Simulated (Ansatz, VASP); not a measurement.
## Two plane-wave programs on Ba

The input INCAR:

```
SYSTEM = Ba
PREC = Accurate
ENCUT = 520
EDIFF = 1E-7
ISMEAR = -1
SIGMA = 0.05
LREAL = .FALSE.
LASPH = .TRUE.
NELM = 80
ALGO = Normal
ISIF = 2
LWAVE = .FALSE.
LCHARG = .FALSE.
GGA = PE
NBANDS = 11
```

The input KPOINTS:

```
regular mesh
0
G
  7 7 7
  0 0 0
```

Contents of POSCAR:

```
Ba
1.0
    4.2235968846      0.0000000000      0.0000000000
   -2.1117984424      3.6577421974      0.0000000000
    0.0000000000      0.0000000000      3.8335253063
Ba
1
Direct
    0.0000000000      0.0000000000      0.0000000000
```

input.yaml

```yaml
crystal:
  lattice:
    - [4.2235968846, 0.0, 0.0]
    - [-2.1117984424, 3.6577421974, 0.0]
    - [0.0, 0.0, 3.8335253063]
  atoms:
    - { symbol: Ba, position: [0.0, 0.0, 0.0] }
hamiltonian:
  xc: pbe
  pseudopotentials: { kind: paw }
kpoints:
  mp_grid: { grid: [7, 7, 7] }
scf:
  occupations: { method: fermi_dirac, width: 0.05 }
output:
  forces: true
  stress: true
  eigenvalues: true
```

Change from the starting cell: volume scaled by 0.94.

Alike in both runs: task single point; functional PBE; k mesh 7 × 7 × 7; occupations fermi-dirac, width 0.05 eV; no spin polarisation.

```csv
,VASP,Ansatz
version,VASP 6.6.1,Ansatz 0.2.0
potentials or method,"VASP PAW PBE potentials, release 64 (Ba_sv)",Ansatz PAW
plane-wave cutoff (eV),520,420
valence electrons in the cell,10,10
```

```csv
,VASP,Ansatz,Ansatz less VASP
gap on the k mesh at the Fermi level (eV),none,none,-
pressure (GPa),0.4,0.3,-0.12
largest component of the traceless stress (GPa),0.60,0.54,-0.052
```

A gap of «none» marks a metal or a gap that the smearing closes. The functional is the same, so the differences come from potentials, cutoffs and numerics.

Spin-orbit coupling is left out, which matters for the levels of Ba.
